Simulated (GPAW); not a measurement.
Write an ASE script for GPAW 26.7.0 that does the following.

* Task: single point
* Functional: PBEsol
* Potentials or basis: PAW data sets generated in the run's folder for this functional
* Cutoff: 650 eV
* Basis: pw
* k mesh: 8 × 8 × 8
* Occupations: fermi-dirac, width 0.05 eV
* Spin: no spin polarisation
* Hubbard terms: Ta d U = 6.2 eV
* Maxiter: 120
* Convergence: default

Crystal: TaN.

```
Ta N
1.0
     0.00000    2.21132    2.21132
     2.21132    0.00000    2.21132
     2.21132    2.21132    0.00000
Ta N
1 1
Direct
  0.50000 0.50000 0.50000
  0.00000 0.00000 0.00000
```

The cell comes from a database or a generator and needn't be the stable form of this composition.

These files were run (other wordings do the same):

run.py

```python
from ase.dft.bandgap import bandgap
from ase.io import write
from ase.spacegroup import crystal
from ase.units import GPa
from gpaw import GPAW, PW, setup_paths

setup_paths.insert(0, '.')

# Ta 4b
# N 4a
atoms = crystal(['Ta', 'N'],
                basis=[[0.5, 0.0, 0.0],
                       [0.0, 0.0, 0.0]],
                spacegroup=225, setting=1,  # Fm-3m
                cellpar=[4.422646, 4.422646, 4.422646, 90.0, 90.0, 90.0],
                primitive_cell=True)

calc = GPAW(mode=PW(650),
            xc='PBEsol',
            kpts={'size': (8, 8, 8), 'gamma': True},
            occupations={'name': 'fermi-dirac', 'width': 0.05},
            setups={'Ta': ':d,6.2'},
            nbands=19,
            maxiter=120,
            txt='gpaw.txt')
atoms.calc = calc
energy = atoms.get_potential_energy()
forces = atoms.get_forces()
stress = atoms.get_stress()
calc.write('gs.gpw')
write('result.traj', atoms)
print(f'Energy: {energy:.6f} eV')
print('Forces (eV/A):')
print(forces.round(4))
print('Stress (GPa):', (stress / GPa).round(3))
print('Fermi level:', round(calc.get_fermi_level(), 4), 'eV')
print(f'Gap: {bandgap(calc)[0]:.4f} eV, direct: {bandgap(calc, direct=True)[0]:.4f} eV')
```

Potentials or basis: PAW data sets generated in the run's folder for this functional, pw.

Launch:

```sh
$ gpaw-setup -f PBEsol N Ta
$ OMP_NUM_THREADS=1 python run.py
```

Results of the run:

* Pressure: 3.3 GPa
* Band gap on the k mesh: none (metal or under the smearing width)

Caveat: the cutoff is short for stress and forces, so pressures can be off by a GPa or more; U without spin polarisation on a metal has little footing.

It took 11 s on 1 thread of Arm Neoverse V2, with other jobs on the host, peak memory 0.15 GiB.
